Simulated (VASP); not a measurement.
# Si (Fd-3m) in VASP: further runs, part 2 of 2

VASP 6.6.1.

### 3 Born charges and dielectric tensor, PBE

INCAR reads:

```
ALGO = Normal ; EDIFF = 1E-8
ENCUT = 700 ; GGA = PE
IBRION = 8 ; ISIF = 2
ISMEAR = 0 ; LASPH = T
LCHARG = F ; LEPSILON = T
LREAL = F ; LWAVE = F
NELM = 60 ; NSW = 1
PREC = Accurate ; SIGMA = 0.02
```

KPOINTS reads:

```
k-points
0
Gamma
  10 10 10
```

POSCAR reads:

```
Si                                      
1.0
    0.0000000000      2.7343693065      2.7343693065
    2.7343693065      0.0000000000      2.7343693065
    2.7343693065      2.7343693065      0.0000000000
  Si            
     2
Direct
     0.7500000000000000    0.7500000000000000    0.7500000000000000
     0.5000000000000000    0.5000000000000000    0.5000000000000000
```

Potentials or basis: VASP PAW PBE potentials, release 64 (Si).

Started as:

```sh
$ cat potpaw_PBE.64/Si/POTCAR > POTCAR
$ mpirun -np 1 vasp_std > vasp.out
```

OUTCAR:

```text
EDIFF = 1E-8
   ENCUT = 700
   GGA = PE
   IBRION = 8
   ISIF = 2
   ISMEAR = 0
   LASPH = T
   LEPSILON = T
   LREAL = F
   NELM = 60
   NSW = 1
   PREC = Accurate

 ion  position               nearest neighbor table
   1  0.750  0.750  0.750-   2 2.37   2 2.37   2 2.37   2 2.37
   2  0.500  0.500  0.500-   1 2.37   1 2.37   1 2.37   1 2.37

  LATTYP: Found a face centered cubic cell.
 ALAT       =     5.4687386130

[... 589 lines left out ...]
      4.101554  4.101554  4.101554     0.000000   -0.707107    0.000000
      2.734369  2.734369  2.734369     0.000000    0.707107    0.000000
[... 21 lines left out ...]
   6 f  =    0.000000 THz     0.000000 2PiTHz    0.000000 cm-1     0.000000 meV
             X         Y         Z           dx          dy          dz
      4.101554  4.101554  4.101554     0.000000    0.000000    0.707107
      2.734369  2.734369  2.734369     0.000000    0.000000    0.707107

--------------------------------------------------------------------------------------------------------

 MACROSCOPIC STATIC DIELECTRIC TENSOR IONIC CONTRIBUTION
 ------------------------------------------------------
           0.000000    -0.000000    -0.000000
          -0.000000     0.000000    -0.000000
          -0.000000    -0.000000     0.000000
 ------------------------------------------------------

 ELASTIC MODULI CONTR FROM IONIC RELAXATION (kBar)
 Direction    XX          YY          ZZ          XY          YZ          ZX
 --------------------------------------------------------------------------------
 XX          -0.0000      0.0000      0.0000     -0.0000      0.0000     -0.0000
 YY           0.0000     -0.0000     -0.0000     -0.0000     -0.0000     -0.0000
 ZZ           0.0000     -0.0000     -0.0000      0.0000     -0.0000     -0.0000
 XY          -0.0000     -0.0000      0.0000   -229.4779      0.0000      0.0000
 YZ           0.0000     -0.0000     -0.0000      0.0000   -229.4779      0.0000
 ZX          -0.0000     -0.0000     -0.0000      0.0000      0.0000   -229.4779
 --------------------------------------------------------------------------------

 PIEZOELECTRIC TENSOR IONIC CONTR  for field in x, y, z        (C/m^2)
          XX          YY          ZZ          XY          YZ          ZX
  --------------------------------------------------------------------------------
  x     0.00000    -0.00000    -0.00000     0.00000    -0.00000    -0.00000
  y     0.00000     0.00000     0.00000    -0.00000     0.00000     0.00000
  z    -0.00000    -0.00000     0.00000    -0.00000     0.00000    -0.00000
```

It took 4.1 min on 1 thread of Intel Xeon Platinum 8488C (Sapphire Rapids), shared host; peak memory 0.36 GiB.

What came out:

```yaml
Band_gap_on_the_k_mesh: 0.62 eV, indirect (least direct gap 2.56 eV)
Electronic_dielectric_tensor_diagonal: 13.38
Born_charges_mean_of_the_diagonal: Si +0.00 e
Highest_phonon_frequency_at_Γ: 503 cm⁻¹
```

Levels at points of the mesh, in eV from the valence-band top:
```csv
k point,band 1,band 2,band 3,band 4,band 5,band 6,band 7,band 8
"(0.00, 0.00, 0.00)",-11.81,0.00,0.00,0.00,2.56,2.56,2.56,3.13
"(0.50, 0.00, 0.00)",-9.54,-6.87,-1.18,-1.18,1.47,3.35,3.35,7.70
"(0.50, 0.50, 0.00)",-7.75,-7.75,-2.79,-2.79,0.75,0.75,9.94,9.94
```

Phonon frequencies in cm⁻¹ (negative: imaginary):
```tsv
q point	frequencies
(0.000, 0.000, 0.000)	0 0 0 503 503 503
```

Electronic dielectric tensor:
```
13.38  0.00  0.00
 0.00 13.38  0.00
 0.00  0.00 13.38
```

Born effective charge tensors (e):
atom 1, Si
```
0.00 0.00 0.00
0.00 0.00 0.00
0.00 0.00 0.00
```
atom 2, Si
```
0.00 0.00 0.00
0.00 0.00 0.00
0.00 0.00 0.00
```

Caveat: the gap is small at this level, which inflates the dielectric constant.
